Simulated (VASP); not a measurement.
# Te2Mo (P6_3/mmc) in VASP: settings compared

The runs below take Te2Mo through band structure, with LDA, r2SCAN, PBE, TB-mBJ.

Program: VASP 6.6.1. These are calculated values, not measurements. Logs are shortened: lines on timing, memory, paths and dates and some standing lists are left out, and cuts for length are marked.

**What was measured.**

“Broadband infrared study of pressure-tunable Fano resonance and metallization transition in 2H-MoTe2”, 2022, pmc:9569381 quotes, for a bulk crystal of Te2Mo at 300 K: band gap 0.88 ± 0.05 eV (indirect).

How close the calculation comes is told below.

## 1. The crystal as given

It takes space group P6_3/mmc (No. 194, hexagonal). The conventional cell has a = 3.496 Å, b = 3.496 Å, c = 13.695 Å, α = 90.00°, β = 90.00°, γ = 120.00°. Te (site symmetry 3m) is surrounded by 3 Mo at 2.72 Å. Mo (site symmetry -6m2) has 6 Te at 2.72 Å as nearest neighbours.

## 2. Band structure, LDA

Contents of INCAR:

```
  PREC = Accurate
  ENCUT = 520
  EDIFF = 1E-6
  ISMEAR = 0
  SIGMA = 0.03
  LREAL = F
  LASPH = T
  NELM = 80
  ALGO = Normal
  ISIF = 2
  LWAVE = F
  LCHARG = F
  LMAXMIX = 4
  KPAR = 2
```

Contents of KPOINTS:

```
regular mesh
0
Gamma
  9 9 2
```

Contents of POSCAR:

```
Te2Mo                                   
1.0
    3.4956786110      0.0000000000      0.0000000000
   -1.7478393055      3.0273464806      0.0000000000
    0.0000000000      0.0000000000     13.6948374035
  Te              Mo            
     4     2
Direct
     0.3333333332999970    0.6666666667000030    0.6172428415994347
     0.6666666667000030    0.3333333332999970    0.1172428415994347
     0.3333333332999970    0.6666666667000030    0.8827571584005653
     0.6666666667000030    0.3333333332999970    0.3827571584005653
     0.3333333332999970    0.6666666667000030    0.2500000000000000
     0.6666666667000030    0.3333333332999970    0.7500000000000000
```

Contents of KPOINTS_OPT:

```
explicit points
258
Reciprocal
 0.0000000000  0.0000000000  0.0000000000 1
 0.0263157895  0.0000000000  0.0000000000 1
 0.0526315789  0.0000000000  0.0000000000 1
 0.0789473684  0.0000000000  0.0000000000 1
 0.1052631579  0.0000000000  0.0000000000 1
 0.1315789474  0.0000000000  0.0000000000 1
[... 250 lines left out ...]
 0.5000000000  0.0000000000  0.0778388600 1
 0.5000000000  0.0000000000 -0.0778388600 1
```

Potentials or basis: VASP PAW LDA potentials, release 64 (Te, Mo_sv).

Launch:

```console
> cat potpaw_LDA.64/Te/POTCAR potpaw_LDA.64/Mo_sv/POTCAR > POTCAR
> mpirun -np 2 vasp_std > vasp.out
```

OUTCAR:

```text
PREC = Accurate
   ENCUT = 520
   EDIFF = 1E-6
   ISMEAR = 0
   LREAL = F
   LASPH = T
   NELM = 80
   ISIF = 2

 ion  position               nearest neighbor table
   1  0.333  0.667  0.617-   6 2.72   6 2.72   6 2.72   3 3.64
   2  0.667  0.333  0.117-   5 2.72   5 2.72   5 2.72   4 3.64
   3  0.333  0.667  0.883-   6 2.72   6 2.72   6 2.72   1 3.64
   4  0.667  0.333  0.383-   5 2.72   5 2.72   5 2.72   2 3.64
   5  0.333  0.667  0.250-   2 2.72   4 2.72   2 2.72   4 2.72   2 2.72   4 2.72
   6  0.667  0.333  0.750-   1 2.72   3 2.72   1 2.72   3 2.72   1 2.72   3 2.72

  LATTYP: Found a hexagonal cell.
 ALAT       =     3.4956786110
 C/A-ratio  =     3.9176477381

  Lattice vectors:

 A1 = (   3.4956786110,   0.0000000000,   0.0000000000)
 A2 = (  -1.7478393055,   3.0273464806,   0.0000000000)
 A3 = (   0.0000000000,   0.0000000000,  13.6948374035)

Analysis of symmetry for initial positions (statically):
=====================================================================
 Subroutine PRICEL returns:
 Original cell was already a primitive cell.

 Routine SETGRP: Setting up the symmetry group for a
 hexagonal supercell.

 Subroutine GETGRP returns: Found 24 space group operations
 (whereof 12 operations were pure point group operations)
 out of a pool of 24 trial point group operations.

The static configuration has the point symmetry D_3d.
 The point group associated with its full space group is D_6h.

Analysis of symmetry for dynamics (positions and initial velocities):
=====================================================================
 Subroutine PRICEL returns:
 Original cell was already a primitive cell.

 Routine SETGRP: Setting up the symmetry group for a
 hexagonal supercell.

 Subroutine GETGRP returns: Found 24 space group operations
 (whereof 12 operations were pure point group operations)
 out of a pool of 24 trial point group operations.

The dynamic configuration has the point symmetry D_3d.
 The point group associated with its full space group is D_6h.

 Subroutine INISYM returns: Found 24 space group operations
 (whereof 12 operations are pure point group operations),
 and found     1 'primitive' translations

----------------------------------------------------------------------------------------

                                     Primitive cell

  volume of cell :     144.9274

  direct lattice vectors                    reciprocal lattice vectors
     3.495678611  0.000000000  0.000000000     0.286067488  0.165161141  0.000000000
    -1.747839306  3.027346481  0.000000000     0.000000000  0.330322283  0.000000000
     0.000000000  0.000000000 13.694837403     0.000000000  0.000000000  0.073020217

  length of vectors
     3.495678611  3.495678611 13.694837403     0.330322283  0.330322283  0.073020217

  position of ions in fractional coordinates (direct lattice)
     0.333333333  0.666666667  0.617242842
     0.666666667  0.333333333  0.117242842
     0.333333333  0.666666667  0.882757158
     0.666666667  0.333333333  0.382757158
     0.333333333  0.666666667  0.250000000
     0.666666667  0.333333333  0.750000000

  ion indices of the primitive-cell ions
   primitive index   ion index
                 1           1
                 2           2
                 3           3
                 4           4
                 5           5
                 6           6

----------------------------------------------------------------------------------------

 KPOINTS: regular mesh

Automatic generation of k-mesh.
 Grid dimensions read from file:
 generate k-points for:    9    9    2

 Generating k-lattice:

  Cartesian coordinates                     Fractional coordinates (reciprocal lattice)
     0.031785276  0.018351238  0.000000000     0.111111111  0.000000000  0.000000000
     0.000000000  0.036702476  0.000000000     0.000000000  0.111111111  0.000000000
     0.000000000  0.000000000  0.036510109     0.000000000  0.000000000  0.500000000

  Length of vectors
     0.036702476  0.036702476  0.036510109

  Shift w.r.t. Gamma in fractional coordinates (k-lattice)
     0.000000000  0.000000000  0.000000000

 Subroutine IBZKPT returns following result:
 ===========================================

 Found     24 irreducible k-points:

 Following reciprocal coordinates:
            Coordinates               Weight
  0.000000  0.000000  0.000000      1.000000
  0.111111  0.000000  0.000000      6.000000
  0.222222  0.000000  0.000000      6.000000
  0.333333  0.000000  0.000000      6.000000
  0.444444  0.000000  0.000000      6.000000
  0.111111  0.111111  0.000000      6.000000
[... 16 lines left out ...]
  0.333333  0.222222  0.500000     12.000000
  0.333333  0.333333  0.500000      2.000000
   k-points           NKPTS =     24   k-points in BZ     NKDIM =     24   number of bands    NBANDS=     31
   number of dos      NEDOS =    301   number of ions     NIONS =      6
   total plane-waves  NPLWV =  84672
   dimension x,y,z NGX =    28 NGY =   28 NGZ =  108
   dimension x,y,z NGXF=    56 NGYF=   56 NGZF=  216
   ions per type =               4   2
   NGX,Y,Z   is equivalent  to a cutoff of  13.32, 13.32, 13.11 a.u.
   NGXF,Y,Z  is equivalent  to a cutoff of  26.63, 26.63, 26.22 a.u.
 SYSTEM =  unknown system
   PREC   = accura    normal or accurate (medium, high low for compatibility)
   ISTART =      0    job   : 0-new  1-cont  2-samecut
   ICHARG =      2    charge: 1-file 2-atom 10-const
   ISPIN  =      1    spin polarized calculation?
   LNONCOLLINEAR =      F non collinear calculations
   LSORBIT =      F    spin-orbit coupling
   LASPH  =      T    aspherical Exc in radial PAW
   ENCUT  =  520.0 eV  38.22 Ry    6.18 a.u.   6.50  6.50 25.46*2*pi/ulx,y,z
   NELM   =     80;   NELMIN=  2; NELMDL= -5     # of ELM steps
   EDIFF  = 0.1E-05   stopping-criterion for ELM
   LREAL  =      F    real-space projection
   EDIFFG = 0.1E-04   stopping-criterion for IOM
   NSW    =      0    number of steps for IOM
   IBRION =     -1    ionic relax: 0-MD 1-quasi-New 2-CG
   NFREE  =      0    steps in history (QN), initial steepest desc. (CG)
   ISIF   =      2    stress and relaxation
   ISYM   =      2    0-nonsym 1-usesym 2-fastsym
   POTIM  = 0.5000    time-step for ionic-motion
   TEBEG  =    0.0;   TEEND  =   0.0 temperature during run
   PSTRESS=    0.0 pullay stress
   NELECT =      52.0000    total number of electrons
   NUPDOWN=      -1.0000    fix difference up-down
   EMIN   =  10.00;   EMAX   =-10.00  energy-range for DOS
   EFERMI =   0.00;   METHOD = LEGACY
   ISMEAR =     0;   SIGMA  =   0.03  broadening in eV -4-tet -1-fermi 0-gaus
   EFERMI_NEDOS =   21; number of points for ismear=-14 and -15
   IALGO  =     38    algorithm
   IMIX   =      4    mixing-type and parameters
     AMIX     =   0.40;   BMIX     =  1.00
     AMIX_MAG =   1.60;   BMIX_MAG =  1.00
  volume/ion in A,a.u.               =      24.15       163.00
  Fermi-wavevector in a.u.,A,eV,Ry     =   1.163302  2.198322 18.412374  1.353271
  Thomas-Fermi vector in A             =   2.299853
   LORBIT       =      0    0 simple, 1 ext, 2 COOP (PROOUT), +10 PAW based schemes
   GGA     = CA    functional components
   LHFCALC =     F    Hartree Fock is set to
   AEXX    =    0.0000 exact exchange contribution
   IVDW    =     0    specifies the selected vdW correction
   LEPSILON=     F    determine dielectric tensor
   LRPA    =     F    only Hartree local field effects (RPA)
 non-spin polarized calculation
 Gauss-broadening in eV      SIGMA  =   0.03
  energy-cutoff  :      520.00
  volume of cell :      144.93
 maximum number of plane-waves:      3974
 NGX is ok and might be reduce to    28
   NGX = 13   NGY = 13   NGZ = 51

 number of electron      51.9999999 magnetization

 Free energy of the ion-electron system (eV)
  ---------------------------------------------------
  ext. energy  EPLUGINS =         0.00000000
  ---------------------------------------------------
  free energy    TOTEN  =       -41.23670425 eV

  energy without entropy =      -41.23670425  energy(sigma->0) =      -41.23670425

 E-fermi :   8.7076     XC(G=0): -10.8447

 val. band max:        8.5085404696   @ k =   0.0000   0.0000   0.0000
 cond. band min:       9.1495319663   @ k =   0.2222   0.2222   0.0000
 fundamental gap:      0.6409914968
 Fermi energy:         8.7075593248

 k-point     1 :       0.0000    0.0000    0.0000
  band No.  band energies     occupation
      1     -52.0016      2.00000
      2     -52.0016      2.00000
      3     -26.3702      2.00000
      4     -26.3702      2.00000
      5     -26.2149      2.00000
      6     -26.2149      2.00000
[... 23 lines left out ...]
     30      11.5457      0.00000
     31      11.5529      0.00000

 k-point     2 :       0.1111    0.0000    0.0000
  band No.  band energies     occupation
      1     -52.0003      2.00000
      2     -52.0003      2.00000
      3     -26.3665      2.00000
      4     -26.3665      2.00000
      5     -26.2316      2.00000
      6     -26.2316      2.00000
[... 23 lines left out ...]
     30      11.0037      0.00000
     31      11.1512      0.00000

 k-point     3 :       0.2222    0.0000    0.0000
  band No.  band energies     occupation
      1     -51.9970      2.00000
      2     -51.9970      2.00000
      3     -26.3572      2.00000
      4     -26.3571      2.00000
      5     -26.2737      2.00000
      6     -26.2737      2.00000
[... 23 lines left out ...]
     30      10.4393      0.00000
     31      10.8770      0.00000

 k-point     4 :       0.3333    0.0000    0.0000
  band No.  band energies     occupation
      1     -51.9933      2.00000
      2     -51.9933      2.00000
      3     -26.3465      2.00000
      4     -26.3465      2.00000
      5     -26.3213      2.00000
      6     -26.3213      2.00000
[... 635 lines left out ...]
     30      10.0905      0.00000
     31      10.5598      0.00000

 k-point    23 :       0.3333    0.2222    0.5000
  band No.  band energies     occupation
      1     -51.9898      2.00000
      2     -51.9898      2.00000
      3     -26.3365      2.00000
      4     -26.3365      2.00000
      5     -26.3354      2.00000
      6     -26.3354      2.00000
[... 23 lines left out ...]
     30      10.1483      0.00000
     31      10.5492      0.00000

 k-point    24 :       0.3333    0.3333    0.5000
  band No.  band energies     occupation
      1     -51.9892      2.00000
      2     -51.9892      2.00000
      3     -26.3346      2.00000
      4     -26.3346      2.00000
      5     -26.3220      2.00000
      6     -26.3220      2.00000
[... 23 lines left out ...]
     30       9.9964      0.00000
     31      10.8491      0.00000

------------------------ aborting loop because EDIFF is reached ----------------------------------------

  FORCE on cell =-STRESS in cart. coord.  units (eV):
  Direction    XX          YY          ZZ          XY          YZ          ZX
  --------------------------------------------------------------------------------------
  -------------------------------------------------------------------------------------
  Total       -1.8588380     -1.8588380     -2.4570976      0.0000000      0.0000000     -0.0000000
  in kB      -20.5495171    -20.5495171    -27.1632975      0.0000000      0.0000000     -0.0000000
  external PRESSURE =     -22.7541106 kB  Pullay stress =       0.0000000 kB

 VOLUME and BASIS-vectors are now :
 -----------------------------------------------------------------------------
  energy-cutoff  :      520.00
  volume of cell :      144.93
      direct lattice vectors                 reciprocal lattice vectors
     3.495678611  0.000000000  0.000000000     0.286067488  0.165161141  0.000000000
    -1.747839306  3.027346481  0.000000000     0.000000000  0.330322283  0.000000000
     0.000000000  0.000000000 13.694837403     0.000000000  0.000000000  0.073020217

 POSITION                                       TOTAL-FORCE (eV/Angst)
 -----------------------------------------------------------------------------------
     -0.00000      2.01823      8.45304         0.000000      0.000000      0.393506
      1.74784      1.00912      1.60562        -0.000000     -0.000000      0.393506
     -0.00000      2.01823     12.08922         0.000000     -0.000000     -0.393506
      1.74784      1.00912      5.24180        -0.000000     -0.000000     -0.393506
     -0.00000      2.01823      3.42371         0.000000     -0.000000     -0.000000
      1.74784      1.00912     10.27113        -0.000000      0.000000     -0.000000
 -----------------------------------------------------------------------------------
    total drift:                               -0.000000      0.000000     -0.000000

  FREE ENERGIE OF THE ION-ELECTRON SYSTEM (eV)
  ---------------------------------------------------
  free  energy   TOTEN  =       -41.2367042522 eV

  energy  without entropy=      -41.2367042522  energy(sigma->0) =      -41.23670425
```

Run time: 13 min. Hardware: 2 MPI ranks of Intel Xeon Platinum 8175M at 2.50GHz (Skylake/Cascade Lake), shared host; peak memory 0.31 GiB.

What came out:

* Free energy: -41.2367 eV
* Pressure: -2.3 GPa
* Largest force: 0.394 eV/Å
* Band gap on the k mesh: 0.64 eV, indirect (least direct gap 1.03 eV)
* Band gap along the path: 0.56 eV, indirect (least direct gap 1.03 eV)

Forces in eV/Å, atoms in the order of the input:
```
Te   0.000  0.000  0.394
Te   0.000  0.000  0.394
Te   0.000  0.000 -0.394
Te   0.000  0.000 -0.394
Mo   0.000  0.000  0.000
Mo   0.000  0.000  0.000
```

Stress tensor (GPa, compression positive):
```
-2.05  0.00  0.00
 0.00 -2.05  0.00
 0.00  0.00 -2.72
```

Levels at the corners of the path, in eV from the valence-band top:
```
point  band 22  band 23  band 24  band 25  band 26  band 27  band 28  band 29  band 30  band 31
    Γ    -1.07    -1.02    -1.02    -0.17    -0.01     2.85     2.85     3.03     3.04     3.04
    M    -1.89    -1.10    -1.04    -0.67    -0.26     1.24     1.32     1.38     1.79     2.48
    M    -1.89    -1.10    -1.04    -0.67    -0.26     1.24     1.32     1.38     1.79     2.48
    K    -3.13    -1.86    -1.86    -0.42    -0.11     0.92     0.96     0.96     2.13     2.23
    K    -3.13    -1.86    -1.86    -0.42    -0.11     0.92     0.96     0.96     2.13     2.23
    Γ    -1.07    -1.02    -1.02    -0.17    -0.01     2.85     2.85     3.03     3.03     3.04
    Γ    -1.07    -1.02    -1.02    -0.17    -0.01     2.85     2.85     3.03     3.03     3.04
    A    -1.05    -1.05    -1.05    -0.05    -0.05     2.89     2.89     2.89     2.89     3.26
    A    -1.05    -1.05    -1.05    -0.05    -0.05     2.89     2.89     2.89     2.89     3.26
    L    -2.05    -1.04    -1.04    -0.47    -0.47     1.27     1.27     1.61     1.61     2.97
    L    -2.05    -1.04    -1.04    -0.47    -0.47     1.27     1.27     1.61     1.61     2.97
    H    -2.69    -2.10    -2.10    -0.30    -0.30     0.97     0.97     1.48     1.48     2.33
    H    -2.69    -2.10    -2.10    -0.30    -0.30     0.97     0.97     1.48     1.48     2.33
    A    -1.05    -1.05    -1.05    -0.05    -0.05     2.89     2.89     2.89     2.90     3.26
    L    -2.05    -1.04    -1.04    -0.47    -0.47     1.27     1.27     1.61     1.61     2.97
    M    -1.89    -1.10    -1.04    -0.67    -0.26     1.24     1.32     1.38     1.79     2.48
    K    -3.13    -1.86    -1.86    -0.42    -0.11     0.92     0.96     0.96     2.13     2.23
    H    -2.69    -2.10    -2.10    -0.30    -0.30     0.97     0.97     1.48     1.48     2.33
```

Caveat: spin-orbit coupling is left out, which moves the levels of the heavy elements; the mesh misses the band edges, which the band path finds closer together.

## 3. Band structure, r2SCAN

Changes to INCAR since step 2:

```diff
@@ -13,2 +13,4 @@
   LMAXMIX = 4
+  METAGGA = R2SCAN
+  LMIXTAU = T
   KPAR = 2
```

KPOINTS is that of step 2.

POSCAR is that of step 2.

KPOINTS_OPT is that of step 2.

Potentials or basis: VASP PAW PBE potentials, release 64 (Te, Mo_sv).

Launch:

```console
> cat potpaw_PBE.64/Te/POTCAR potpaw_PBE.64/Mo_sv/POTCAR > POTCAR
> mpirun -np 2 vasp_std > vasp.out
```

Run time: 51 min. Hardware: 2 MPI ranks of Intel Xeon Platinum 8175M at 2.50GHz (Skylake/Cascade Lake), shared host; peak memory 0.39 GiB.

It converged, with:

| Item | Value |
| --- | --- |
| Free energy | -155.4776 eV |
| Pressure | 3.2 GPa |
| Largest force | 0.266 eV/Å |
| Band gap on the k mesh | 0.77 eV, indirect (least direct gap 1.15 eV) |
| Band gap along the path | 0.69 eV, indirect (least direct gap 1.15 eV) |

Forces in eV/Å, atoms in the order of the input:
```
Te   0.000  0.000  0.266
Te   0.000  0.000  0.266
Te   0.000  0.000 -0.266
Te   0.000  0.000 -0.266
Mo   0.000  0.000  0.000
Mo   0.000  0.000  0.000
```

Stress tensor (GPa, compression positive):
```
3.65 0.00 0.00
0.00 3.65 0.00
0.00 0.00 2.32
```

Levels at the corners of the path, in eV from the valence-band top:
```tsv
point	band 24	band 25	band 26	band 27	band 28	band 29
Γ	-1.10	-0.27	0.00	2.99	2.99	3.17
M	-1.08	-0.77	-0.36	1.35	1.43	1.53
M	-1.08	-0.77	-0.36	1.35	1.43	1.53
K	-2.03	-0.39	-0.09	1.06	1.08	1.08
K	-2.03	-0.39	-0.09	1.06	1.08	1.08
Γ	-1.10	-0.27	0.00	2.99	2.99	3.17
Γ	-1.10	-0.27	0.00	2.99	2.99	3.17
A	-1.13	-0.07	-0.07	3.03	3.03	3.03
A	-1.13	-0.07	-0.07	3.03	3.03	3.03
L	-1.09	-0.57	-0.57	1.38	1.38	1.75
L	-1.09	-0.57	-0.57	1.38	1.38	1.75
H	-2.27	-0.27	-0.27	1.09	1.09	1.62
H	-2.27	-0.27	-0.27	1.09	1.09	1.62
A	-1.13	-0.07	-0.07	3.03	3.03	3.03
L	-1.09	-0.57	-0.57	1.38	1.38	1.75
M	-1.08	-0.77	-0.36	1.35	1.43	1.53
K	-2.03	-0.39	-0.09	1.06	1.08	1.08
H	-2.27	-0.27	-0.27	1.09	1.09	1.62
```

Caveat: the PAW data sets were made with another functional, which shifts forces and pressure a little; spin-orbit coupling is left out, which moves the levels of the heavy elements.

[end of part 1 of 2]
